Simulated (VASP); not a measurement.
# CdSiP2 (I-42d) in VASP: a series of runs, part 2 of 2

VASP 6.6.1. The steps go on from the part before.

## 4. Relaxation of cell and atoms, LDA

File INCAR:

```
SYSTEM = CdSiP2
  ALGO = Normal
  EDIFF = 1E-6
  EDIFFG = -0.01
  ENCUT = 600
  GGA = CA
  IBRION = 2
  ISIF = 3
  ISMEAR = 0
  KPAR = 2
  LASPH = .TRUE.
  LCHARG = .FALSE.
  LREAL = .FALSE.
  LWAVE = .FALSE.
  NELM = 80
  NSW = 90
  PREC = Accurate
  SIGMA = 0.03
```

File KPOINTS:

```
k-points
0
G
  8 8 8
  0 0 0
```

File POSCAR:

```
CdSiP2
1.0
   -2.8436137418      2.8436137418      5.2485579018
    2.8436137418     -2.8436137418      5.2485579018
    2.8436137418      2.8436137418     -5.2485579018
Cd Si P
2 2 4
Direct
    0.7500000000      0.2500000000      0.5000000000
    0.0000000000      0.0000000000      0.0000000000
    0.5000000000      0.5000000000      0.0000000000
    0.2500000000      0.7500000000      0.5000000000
    0.8750000000      0.8281283000      0.4531283000
    0.1718717000      0.6250000000      0.0468717000
    0.3750000000      0.4218717000      0.5468717000
    0.5781283000      0.1250000000      0.9531283000
```

Potentials or basis: VASP PAW LDA potentials, release 64 (Cd, Si, P).

Run with:

```bash
$ cat potpaw_LDA.64/Cd/POTCAR potpaw_LDA.64/Si/POTCAR potpaw_LDA.64/P/POTCAR > POTCAR
$ mpirun -np 2 vasp_std > vasp.out
```

OUTCAR:

```text
SYSTEM = CdSiP2
   EDIFF = 1E-6
   EDIFFG = -0.01
   ENCUT = 600
   GGA = CA
   IBRION = 2
   ISIF = 3
   ISMEAR = 0
   LASPH = .TRUE.
   LREAL = .FALSE.
   NELM = 80
   NSW = 90
   PREC = Accurate

 ion  position               nearest neighbor table
   1  0.750  0.250  0.500-   7 2.57   8 2.57   6 2.57   5 2.57
   2  0.000  0.000  0.000-   6 2.57   5 2.57   8 2.57   7 2.57
   3  0.500  0.500  0.000-   5 2.25   6 2.25   7 2.25   8 2.25
   4  0.250  0.750  0.500-   5 2.25   6 2.25   7 2.25   8 2.25
   5  0.875  0.828  0.453-   3 2.25   4 2.25   2 2.57   1 2.57
   6  0.172  0.625  0.047-   3 2.25   4 2.25   2 2.57   1 2.57
   7  0.375  0.422  0.547-   3 2.25   4 2.25   1 2.57   2 2.57
   8  0.578  0.125  0.953-   3 2.25   4 2.25   1 2.57   2 2.57

  LATTYP: Found a body centered tetragonal cell.
 ALAT       =     5.6872274836
 C/A-ratio  =     1.8457351730

  Lattice vectors:

 A1 = (  -2.8436137418,   2.8436137418,   5.2485579018)
 A2 = (   2.8436137418,  -2.8436137418,   5.2485579018)
 A3 = (   2.8436137418,   2.8436137418,  -5.2485579018)
[... 199 lines left out ...]
 Fermi energy:         4.0288724645

 k-point     1 :       0.0000    0.0000    0.0000
  band No.  band energies     occupation
      1      -8.7815      2.00000
      2      -6.2697      2.00000
      3      -6.2513      2.00000
      4      -6.2513      2.00000
      5      -4.8509      2.00000
      6      -4.2885      2.00000
[... 1142 lines left out ...]
--------------------------------------- Ionic step        9  -------------------------------------------

 number of electron      52.0000005 magnetization

 Free energy of the ion-electron system (eV)
  ---------------------------------------------------
  ext. energy  EPLUGINS =         0.00000000
  ---------------------------------------------------
  free energy    TOTEN  =       -40.73411418 eV

  energy without entropy =      -40.73411418  energy(sigma->0) =      -40.73411418

 E-fermi :   4.4167     XC(G=0): -10.0566

 val. band max:        4.2494424306   @ k =   0.0000   0.0000   0.0000
 cond. band min:       5.4580592002   @ k =   0.0000   0.0000   0.0000
 fundamental gap:      1.2086167696
 Fermi energy:         4.4166747461

 k-point     1 :       0.0000    0.0000    0.0000
  band No.  band energies     occupation
      1      -8.6251      2.00000
      2      -6.0865      2.00000
      3      -6.0654      2.00000
      4      -6.0654      2.00000
      5      -4.6102      2.00000
      6      -4.0890      2.00000
[... 842 lines left out ...]
  FREE ENERGIE OF THE ION-ELECTRON SYSTEM (eV)
  ---------------------------------------------------
  free  energy   TOTEN  =       -40.7341141828 eV

  energy  without entropy=      -40.7341141828  energy(sigma->0) =      -40.73411418

 reached required accuracy - stopping structural energy minimisation
```

OSZICAR:

```text
N       E                     dE             d eps       ncg     rms          rms(c)
DAV:   1     0.312952926805E+03    0.31295E+03   -0.25814E+04  3658   0.167E+03
DAV:   2    -0.198269443624E+02   -0.33278E+03   -0.32398E+03  4071   0.338E+02
DAV:   3    -0.420137858584E+02   -0.22187E+02   -0.21984E+02  4446   0.830E+01
[... 78 lines left out ...]
DAV:   2    -0.407341882874E+02    0.44552E-03   -0.14638E-03  4241   0.487E-01    0.674E-02
DAV:   3    -0.407341319281E+02    0.56359E-04   -0.16608E-04  4377   0.970E-02    0.550E-02
DAV:   4    -0.407341164219E+02    0.15506E-04   -0.43063E-05  4297   0.651E-02    0.120E-02
DAV:   5    -0.407341142198E+02    0.22021E-05   -0.10139E-05  4232   0.383E-02    0.448E-03
DAV:   6    -0.407341141828E+02    0.36980E-07   -0.11927E-06  2207   0.688E-03
   9 F= -.40734114E+02 E0= -.40734114E+02  d E =-.868074E-04
```

It took 16 min on 2 MPI ranks of Intel Xeon Platinum 8488C (Sapphire Rapids), shared host; peak memory 0.56 GiB.

What came out:

| Property | Result |
| --- | --- |
| Free energy | -40.7341 eV |
| Relaxed volume | 20.46 Å³/atom |
| Relaxed cell | a = 6.558 Å, b = 6.558 Å, c = 6.558 Å, α = 129.50°, β = 129.50°, γ = 74.21° |
| Space group after relaxing (to 0.05 Å) | I-42d (No. 122) |
| Energy gained by relaxing | 9.2 meV/atom |
| Ionic steps | 9 |
| Pressure after relaxing | 0.0 GPa |
| Largest force after relaxing | 0.004 eV/Å |
| Band gap on the k mesh | 1.21 eV, direct |

Forces in eV/Å, atoms in the order of the input:
```
Cd   0.000  0.000  0.000
Cd   0.000  0.000  0.000
Si   0.000  0.000  0.000
Si   0.000  0.000  0.000
P    0.004  0.000  0.000
P    0.000 -0.004  0.000
P   -0.004  0.000  0.000
P    0.000  0.004  0.000
```

The path:
```
step  energy change (eV)  largest force (eV/Å)  pressure (GPa)  volume (Å³)
   1              0.0000                0.2530           -2.84       169.76
   2             -0.0491                0.2143            1.81       160.68
   3             -0.0627                0.2294            0.21       163.47
   4             -0.0706                0.0977            0.11       163.54
   5             -0.0727                0.0110            0.04       163.60
   6             -0.0730                0.0063           -0.03       163.72
   7             -0.0732                0.0001           -0.11       163.90
   8             -0.0732                0.0072            0.09       163.53
   9             -0.0733                0.0037            0.00       163.71
```

Final structure:
```cif
data_structure
_symmetry_space_group_name_H-M 'P 1'
_symmetry_Int_Tables_number 1
_cell_length_a 6.5579
_cell_length_b 6.5579
_cell_length_c 6.5579
_cell_angle_alpha 129.501
_cell_angle_beta 129.501
_cell_angle_gamma 74.206
_cell_volume 163.71
loop_
_atom_site_label
_atom_site_type_symbol
_atom_site_fract_x
_atom_site_fract_y
_atom_site_fract_z
_atom_site_occupancy
Cd1 Cd 0.75000 0.25000 0.50000 1
Cd2 Cd 0.00000 0.00000 0.00000 1
Si1 Si 0.50000 0.50000 0.00000 1
Si2 Si 0.25000 0.75000 0.50000 1
P1 P 0.87500 0.83307 0.45807 1
P2 P 0.16693 0.62500 0.04193 1
P3 P 0.37500 0.41693 0.54193 1
P4 P 0.58307 0.12500 0.95807 1
```

A k mesh can miss the band edges. As with any semilocal functional, this LDA gap is likely too small.
